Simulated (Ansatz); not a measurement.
# Nb(100) / 1 layer Pb(100) / Nb(100): resistance against film thickness

How does the resistance across the layers grow with the film in Nb(100) / 1 layer Pb(100) / Nb(100)?

Program: Ansatz 0.2.0. Level of theory: Ansatz plane-wave DFT, PBEsol, PAW files; ballistic transport by layer matching (Landauer), zero bias; PAW set soft_1, in the first sound run; inputs show where later runs differ. Results are calculated unless marked as measured.

### 1. The structure

The cell holds 12 atoms: 11 Nb and 1 Pb. Its edges and angles: a = 3.306 Å, b = 3.306 Å, c = 20.960 Å, α = 90.0°, β = 90.0°, γ = 90.0°. It derives from Nb and Pb. Regions: lead, 11 atoms (11 Nb); films, 1 atom (1 Pb). The structure is stacked along c, and the current runs across the ab planes.

### 2. With 1 layer

The film is laid into the lead at the lead's in-plane lattice, and the cell closes on the lead's own image. The mesh across the current, 22×22, is finer than the density's, because channels open and close sharply across the zone. Energies from -1 to 1 eV in steps of 0.036 eV cover the slope of the Fermi function at 300 K, so the program can form a conductance.

input.yaml reads:

```yaml
crystal:
  lattice:
    - [3.3063, 0.0, 0.0]
    - [0.0, 3.3063, 0.0]
    - [0.0, 0.0, 20.9597691943]
  atoms:
    - { symbol: Nb, position: [0.0, 0.0, 0.0394362644] }
    - { symbol: Nb, position: [0.5, 0.5, 0.1183087932] }
    - { symbol: Nb, position: [0.0, 0.0, 0.1971813221] }
    - { symbol: Nb, position: [0.5, 0.5, 0.2760538509] }
    - { symbol: Nb, position: [0.0, 0.0, 0.3549263797] }
    - { symbol: Pb, position: [0.5, 0.5, 0.4605637356] }
    - { symbol: Nb, position: [0.0, 0.0, 0.5662010914] }
    - { symbol: Nb, position: [0.5, 0.5, 0.6450736203] }
    - { symbol: Nb, position: [0.0, 0.0, 0.7239461491] }
    - { symbol: Nb, position: [0.5, 0.5, 0.8028186779] }
    - { symbol: Nb, position: [0.0, 0.0, 0.8816912068] }
    - { symbol: Nb, position: [0.5, 0.5, 0.9605637356] }
kpoints:
  mp_grid: { grid: [11, 11, 2] }
hamiltonian:
  xc: pbesol
  pseudopotentials: { kind: paw, azcp: { folder: soft_1 }, xc_functional: pbe }
scf:
  occupations: { method: fermi_dirac, width: 0.1 }
output:
  transmission: { leads: [[0, 1]], kmesh: [22, 22], e_range: [-1.0, 1.0], de: 0.036 }
  write_potential: true
  write_density: true
  volumetric_format: npy
  elf: true
```

Started as:

```console
ansatz run input.yaml --threads 4 --pin off --max-ram 8192MiB --backend cpu --events-out ev --progress --plain --runs-dir out
```

Numbers of over 12 decimals in the logs are rounded to 6 here.

Log:

```text
Engine: ansatz 0.2.0, x86_64-unknown-linux-gnu
Pseudopotentials: kind: paw
Pseudopotential: Nb, paw, valence charge 13, recommended cutoff 420 eV (normal), soft_1/Nb.paw.azcp
Pseudopotential: Pb, paw, valence charge 14, recommended cutoff 420 eV (normal), soft_1/Pb.paw.azcp
Functional definition: PBEsol
  exchange = pbesol_x
  correlation = pbesol_c
Crystal: 12 atoms, lattice volume = 229.124 Å³
Basis set: ecut = 420 eV, 4519 PW (Γ)
Bands: 95, of which v1, the nominal top of the filled ones, is band 79 counted from 1 (78 counted from 0)
Symmetry: 16 space group operations
Space group: P4/mmm (ITA 123), of the structure as read, at distance tolerance 6.1e-5 Å
k-points: 42 of 242
Non-local potential: Nb, projectors of the file, l = 0: 3, l = 1: 2, l = 2: 2, l = 3: 1
Non-local potential: Pb, projectors of the file, l = 0: 2, l = 1: 2, l = 2: 2, l = 3: 1
PAW form: soft (Blöchl's): semilocal exchange-correlation on the pseudo side does not see the compensation charge
PAW frozen core: Nb, regenerated for the run's functional, and the local potential with it (the file was generated under x = pbe(κ = 0.804, μ = 0.219515), c = pbe(β = 0.066725))
PAW frozen core: Pb, regenerated for the run's functional, and the local potential with it (the file was generated under x = pbe(κ = 0.804, μ = 0.219515), c = pbe(β = 0.066725))
PAW one-centre angular grid: Nb, 590 points (default); XC on 64 Gauss nodes
PAW one-centre angular grid: Pb, 590 points (default); XC on 64 Gauss nodes
Initial density: superposition of atomic densities (chi_scale 0.1, normalization cell, long waves of neutral atoms (reshape's long-wave potential 6.11 eV rms, cloud 3.10 Å wide))
Initial wavefunctions: pseudopotential atomic-orbital guess
Functional: x = pbesol(κ = 0.804, μ = 0.123457), c = pbesol(β = 0.046)
SCF iter   1: F=—  HF=-61222.326297 eV  |F-HF|=—  |Δ(HF+E_count)|=         —  Δρ=9.47e-2  dr2=3.67e2  ethr=3.10e-3  ⟨swp⟩=6.4  Hψ=17284  notcnv=0
preconditioner: auto → Kerker (q_TF=auto, 2.562 Å⁻¹)  [metal: Δε(μ)=0.015 eV  Ē_g=5.370 eV  σ=0.100 eV  W_gap=0.04  n_scr=60 (ndim 8)  ℏωp=20.4 eV  f_vac=0.000  D(μ)=8.34/eV (n_scr^D=60)]
SCF iter   2: F=—  HF=-61212.383883 eV  |F-HF|=—  |Δ(HF+E_count)|=    9.94e0  Δρ=5.40e-2  dr2=1.26e2  ethr=3.10e-3  ⟨swp⟩=4.4  Hψ=8510  notcnv=0  defer=31
SCF iter   3: F=—  HF=-61207.230916 eV  |F-HF|=—  |Δ(HF+E_count)|=    5.15e0  Δρ=2.74e-2  dr2=8.83e0  ethr=3.10e-3  ⟨swp⟩=5.8  Hψ=10441  notcnv=0  defer=23
SCF iter   4: F=—  HF=-61206.683154 eV  |F-HF|=—  |Δ(HF+E_count)|=   5.48e-1  Δρ=1.57e-2  dr2=1.44e1  ethr=3.10e-3  ⟨swp⟩=4.2  Hψ=7010  notcnv=0  defer=23
SCF iter   5: F=—  HF=-61206.468760 eV  |F-HF|=—  |Δ(HF+E_count)|=   2.14e-1  Δρ=7.07e-3  dr2=2.21e0  ethr=3.10e-3  ⟨swp⟩=2.1  Hψ=4739  notcnv=1  defer=13
SCF iter   6: F=—  HF=-61206.439975 eV  |F-HF|=—  |Δ(HF+E_count)|=   2.88e-2  Δρ=6.17e-4  dr2=2.43e-3  ethr=1.41e-3  ⟨swp⟩=2.2  Hψ=4135  notcnv=0  defer=13
SCF iter   7: F=—  HF=-61206.440616 eV  |F-HF|=—  |Δ(HF+E_count)|=   6.41e-4  Δρ=3.03e-4  dr2=1.33e-3  ethr=1.55e-6  ⟨swp⟩=3.1  Hψ=6133  notcnv=0  defer=15
SCF iter   8: F=—  HF=-61206.440551 eV  |F-HF|=—  |Δ(HF+E_count)|=   6.43e-5  Δρ=6.36e-5  dr2=1.12e-4  ethr=8.45e-7  ⟨swp⟩=1.8  Hψ=4133  notcnv=0  defer=14
SCF iter   9: F=—  HF=-61206.440553 eV  |F-HF|=—  |Δ(HF+E_count)|=   2.13e-6  Δρ=1.62e-5  dr2=2.31e-6  ethr=7.15e-8  ⟨swp⟩=1.0  Hψ=3977  notcnv=0  defer=14
SCF iter  10: F=—  HF=-61206.440890 eV  |F-HF|=—  |Δ(HF+E_count)|=   3.36e-4  Δρ=4.93e-6  dr2=1.44e-7  ethr=1.47e-9  ⟨swp⟩=2.1  Hψ=5387  notcnv=0  defer=14
SCF iter  11: F=-61206.440890 eV  HF=-61206.440890 eV  |F-HF|=3.59e-9  |Δ(HF+E_count)|=   2.55e-8  Δρ=9.69e-7  dr2=5.24e-9  ethr=6.37e-11  ⟨swp⟩=10.7  Hψ=14360  notcnv=0
SCF 1 converged in 11 iterations: F = -61206.440890 eV  dr2 = 5.24e-9
  greatest PAW one-centre occupation: 0.998 electrons in one spin orbital (limit 2), on the Nb atom at site 7 (counted from 0), in its partial waves of l = 0
transmission: 315 of 3120 steps passed
transmission: 627 of 3120 steps passed
[...]
transmission: 3120 of 3120 steps passed
SCF converged after 11 iterations
Free energy (F): -61206.440890 eV
Harris-Foulkes:  -61206.440890 eV  (|F-HF|=3.59e-9)
Internal energy: -61205.924638 eV  (E = F + TS)
E sigma→0 (E₀):  -61206.182764 eV
Entropy (-TS):   -0.516252 eV (-43.021 meV/atom)
Fermi energy:    16.837030 eV
--- Per-component energies (eV) ---
  E_band       = -840.264321
  E_kinetic    = 4392.489874
  E_local      = -9315.798625  (includes V_loc(G=0)·N_el)
  E_nonlocal   = 1373.490136
  E_hartree    = 3314.536695
  E_xc         = -2010.953315
  E_vxc        = -2334.004684  (∫ρ·V_xc dr)
  E_paw        = -43538.220412  (= ΣΔE_a)
  E_vpaw       = -1585.512445  (= ΣTr[D̂ρ^β])
  E_aug_tail   = 0.000414  (compensation charges beyond the density's cutoff)
  E_ewald      = -15423.607379
  E_core_change = 2.137975  (= ΣΔE_core)
  E_smearing   = -0.516252  (= −TS)
  E_closure    = -0.000000  (closes the sum)
  Σ components = -61206.440890   (vs F -61206.440890, Δ=0.00e0)
--- Band table (eV; the first three rows and the last of 42) ---
  k-point 0: bands = [... 75 lower, 17.1691, 17.1691, 17.2324, 17.3813, 17.4041, 17.4041, 17.4160, 17.6123, ... 12 higher]
  k-point 1: bands = [... 75 lower, 17.2000, 17.2000, 17.2319, 17.2867, 17.2867, 17.3829, 17.4162, 17.6780, ... 12 higher]
  k-point 2: bands = [... 75 lower, 17.0132, 17.1272, 17.1296, 17.1549, 17.3369, 17.3561, 17.5861, 17.9041, ... 12 higher]
  k-point 41: bands = [... 75 lower, 16.4753, 16.5903, 16.7303, 16.8269, 17.7014, 17.8514, 18.0414, 18.1943, ... 12 higher]
--- Transmission ---
  basis      : 97 plane waves across, 40 finite elements along
  points     : 78, standing for a mesh of 22 x 22
  filling    : by the input's occupations and mesh, since the crystals that have channels conduct as metals do. If one of these is a semiconductor, that mesh has misplaced its level
  energies   : 56 from -1.000000 to 0.980000 eV about the Fermi level, 0.036000 eV apart; the leads are filled to 0.000000 eV, and channels, transmission and decay are at 0.008000 eV
  crystal 0  : Nb1, at the sites [0, 1], period 1.6531 Å, over 18.18 Å; its Hamiltonian steps by up to 11.9 meV
    offset         : up to 0.0000 Å between an atom of the period and one for which it stands
    filled         : 17.8 meV over the level at which it is neutral
    channels       : 2.692149e0 a spin
    conductance    : 1.9178e15 S/m² at 300 K; may be off by some 0.0 % by where its bands' edges are placed, 3.6 % from the k-mesh, 1.6 % from the distance to neutral
  junction   : crystal 0 to crystal 0, -0.70 to 18.61 Å
    transmission   : 5.530101e-1 a spin
    conductance    : 3.9983e14 S/m² at 300 K (4.1314e14 on every other point, 3.9973e14 on every other energy)
    error estimate : 0.0 % from the energy spacing and 0.8 % from band edges of the leads and from resonances (wavevectors taken as independent; lower de), 8.5 % from the k-mesh, 6.1 % from the steps of its leads' Hamiltonians or their offsets (lay more layers), 1.0 % from the distance to neutral
    resistance     : 1.9797e-3 Ω µm² beyond half of each lead's own
```

Run time: 3.1 min. Hardware: 4 threads of Intel Xeon Platinum 8375C at 2.90GHz (Ice Lake), shared host; peak memory 1.2 GiB.

This step gave:

```yaml
free_energy: -61206.4409 eV
energy_at_zero_smearing: -61206.1828 eV
fermi_energy: 16.84 eV
cell_area: 10.93 Å²
step_of_the_lead_s_potential: 11.9 meV
ballistic_conductance_of_the_lead: 1.92e15 S/m²
estimated_errors_of_the_lead_s_conductance: 0, 3.6, 1.6 % (band edges, k-mesh, distance from neutral)
lead_conductance_per_cell: 2.706 G₀
conductance_of_the_junction: 4.00e14 S/m²
junction_conductance_per_cell: 0.5641 G₀
estimated_errors_of_the_junction_s_conductance: 0, 0.8, 8.5, 6.1, 1 % (energy step, band edges, k-mesh, leads' steps, distance from neutral)
area_resistance_that_the_stack_adds_contact_term_taken_off_spin_by_spin: 1.980 fΩ m²
```

Per spin. Transmission, zone mean against energy, zero at the Fermi level:

energy (eV), transmission, zone mean and a bar from the least value:
```
   -1.000      0.342 ##
   -0.964      0.327 #
   -0.892      0.327 #
   -0.856      0.337 #
   -0.784      0.405 #######
   -0.748      0.389 ######
   -0.676      0.418 ########
   -0.640      0.423 #########
   -0.568      0.477 #############
   -0.532      0.527 #################
   -0.460      0.558 ####################
   -0.424      0.597 #######################
   -0.352      0.634 ##########################
   -0.316      0.643 ###########################
   -0.280      0.677 ##############################
   -0.244      0.649 ############################
   -0.208      0.635 ##########################
   -0.136      0.607 ########################
   -0.100      0.590 #######################
   -0.028      0.567 #####################
    0.008      0.553 ####################
    0.080      0.559 ####################
    0.116      0.580 ######################
    0.188      0.543 ###################
    0.224      0.493 ###############
    0.296      0.403 #######
    0.332      0.362 ####
    0.404      0.361 ###
    0.440      0.406 #######
    0.476      0.421 ########
    0.512      0.415 ########
    0.548      0.399 #######
    0.620      0.373 ####
    0.656      0.373 ####
    0.728      0.320 
    0.764      0.327 #
    0.836      0.348 ##
    0.872      0.360 ###
    0.908      0.366 ####
    0.944      0.346 ##
    0.980      0.340 ##
```

Per spin. Open channels, zone mean, lead against energy, zero at the Fermi level:

energy (eV), open channels, zone mean, lead and a bar from the least value:
```
   -1.000       1.82 ########
   -0.964       1.86 ########
   -0.892       1.87 #########
   -0.856       1.91 #########
   -0.784       1.92 #########
   -0.748       1.84 ########
   -0.676       1.90 #########
   -0.640       2.00 ###########
   -0.568       2.11 ############
   -0.532       2.10 ############
   -0.460       2.35 ################
   -0.424       2.56 ###################
   -0.352       3.07 ###########################
   -0.316       3.20 #############################
   -0.244       3.29 ##############################
   -0.208       3.20 #############################
   -0.136       3.10 ###########################
   -0.100       2.95 #########################
   -0.028       2.74 ######################
    0.008       2.69 #####################
    0.080       2.52 ##################
    0.116       2.45 #################
    0.188       2.19 #############
    0.224       2.11 ############
    0.296       1.94 ##########
    0.332       1.78 #######
    0.404       1.68 ######
    0.440       1.65 #####
    0.512       1.50 ###
    0.548       1.49 ###
    0.620       1.39 #
    0.656       1.39 #
    0.728       1.38 #
    0.764       1.38 #
    0.836       1.33 
    0.872       1.33 
    0.944       1.32 
    0.980       1.30
```

Transmission over k1 and k2. At 0.0080 eV from the Fermi level.

Ten even steps from '0' (0.00) to '9' (1.41):
```
9987531652222256135789
8875221783333387122578
8753101495323594101357
7521000269313962000125
0320000004525400000023
0111000003636300000111
6674200116525611002476
4589600126424621006985
2235943666555666349532
2233356545000545653332
2232123225000522321232
2233356545000545653332
2235943666555666349532
4589600126424621006985
6674200116525611002476
0111000003636300000111
0320000004525400000023
7521000269313962000125
8753101495323594101357
8875221783333387122578
9987531652222256135789
9988700642222246007889
```
Columns: k1 (b1) from -0.5 to 0.455; rows upwards: k2 (b2) from -0.5 to 0.455.

Open channels over k1 and k2. At 0.0080 eV from the Fermi level.

Ten even steps from '_' (1.00) to '@' (5.00):
```
::::::::::++::::++##########++::::++::::::::
::::::::::++::++++##########++++::++::::::::
::::::::____++++++##@@@@@@##++++++____::::::
##::::____::__++++##@@@@@@##++++__::____::::
::++++__::________##@@@@@@##________::__++++
::::::++________::::++++++::::________++::::
::::++++++____::::::++++++::::::____++++++::
##++++++++__::::::++++++++++::::::__++++++++
############::::++++++++++++++::::##########
######@@@@@@++++++++______++++++++@@@@@@####
######@@@@@@++++++++______++++++++@@@@@@####
######@@@@@@++++++++______++++++++@@@@@@####
############::::++++++++++++++::::##########
##++++++++__::::::++++++++++::::::__++++++++
::::++++++____::::::++++++::::::____++++++::
::::::++________::::++++++::::________++::::
::++++__::________##@@@@@@##________::__++++
##::::____::__++++##@@@@@@##++++__::____::::
::::::::____++++++##@@@@@@##++++++____::::::
::::::::::++::++++##########++++::++::::::::
::::::::::++::::++##########++::::++::::::::
::::::::##::::::##############::::::##::::::
```
Columns: k1 (b1) from -0.5 to 0.455; rows upwards: k2 (b2) from -0.5 to 0.455.

Valence density in the ca plane at fractional y = 0.500, with atoms of Nb and Pb within 0.2 Å of it. It is the smooth field of the valence electrons, not physical close to the nuclei.

Ten even steps from '0' (0.1 e/Å³) to '9' (7.1 e/Å³), each cell a mean:
```
00000000000000000000000000000000000000000000
00000000000000000000000000000000000000000000
00001331000001332000000023310000001332000000
00014664100003664100000158730000002665200002
00014664100004665100000169830000003666200002
00002553000002553000000136520000001454100001
00000110000000110000000011100000000111000000
00000000000000000000000000000000000000000000
00000000000000000000000000000000000000000000
```
Columns run along c (16.0 Å, from fractional 0.03 to 0.79 of the cell), rows up along a (3.3 Å). Atoms in or near the plane, at fractional coordinates: Nb at (0.12, 0.50), Nb at (0.28, 0.50), Pb at (0.46, 0.50), Nb at (0.65, 0.50).

ELF in the ca plane at fractional y = 0.500, with atoms of Nb and Pb within 0.2 Å of it. It is the smooth field of the valence electrons, not physical close to the nuclei.

Ten even steps from '0' (0.01) to '9' (0.72), each cell a mean:
```
55564334555554334775334443344334676323555565
56533333356543333465444445544445653333356643
46437997346436997334444543454444425898435534
35249779425349879513444520045443228969724427
24249559525249649512344510035443128848724427
35338998436338999423444531244444327999625526
56534664356534664345444455554445543565346643
55553223555553223565434444444434664222455554
54566445654565446775333433334334677545654566
```
Columns run along c (16.0 Å, from fractional 0.03 to 0.79 of the cell), rows up along a (3.3 Å). Atoms in or near the plane, at fractional coordinates: Nb at (0.12, 0.50), Nb at (0.28, 0.50), Pb at (0.46, 0.50), Nb at (0.65, 0.50).

Electrostatic potential energy in the ca plane at fractional y = 0.500, with atoms of Nb and Pb within 0.2 Å of it. With pseudopotentials it is smooth inside the atoms' cores, unlike the true potential.

Ten even steps from '0' (-50 eV) to '9' (19 eV), each cell a mean:
```
99999999999999999999999999999999999999999999
99998778999998778999999987789999999878999999
99985335899985335899999743358999996324799997
99962002699973002699998534437999984001589985
99962001699962001699998534437999983000489984
99974113799974113799999633348999985212699986
99997557999997557899999865579999998656899998
99999999999999989999999998899999999989999999
99999999999999999999999999999999999999999999
```
Columns run along c (16.0 Å, from fractional 0.03 to 0.79 of the cell; values clipped at the 3rd and 97th percentile), rows up along a (3.3 Å). Atoms in or near the plane, at fractional coordinates: Nb at (0.12, 0.50), Nb at (0.28, 0.50), Pb at (0.46, 0.50), Nb at (0.65, 0.50).

The lead's potential steps by 12 meV from period to period, small in itself. The program estimates the junction's conductance to 8.5 % from the k-mesh, 1 % from the leads' distance from neutral and 6.1 % from their steps.

By hand: 1/G − 1/G_lead = 1/0.3998 − 1/1.918 = 1.98 fΩ m² with G in 10¹⁵ S/m².

(Part 1 of 3 ends here.)

[Logs are printed without paths, hosts, clocks, repeated set-up lines and the standing remarks that a program may print on its own settings, such as how far it seeks lower states.]

[Hosts, paths, dates, database ids (printed as entryN), source tags and the programs' standing remarks are cut or masked in the printed files.]
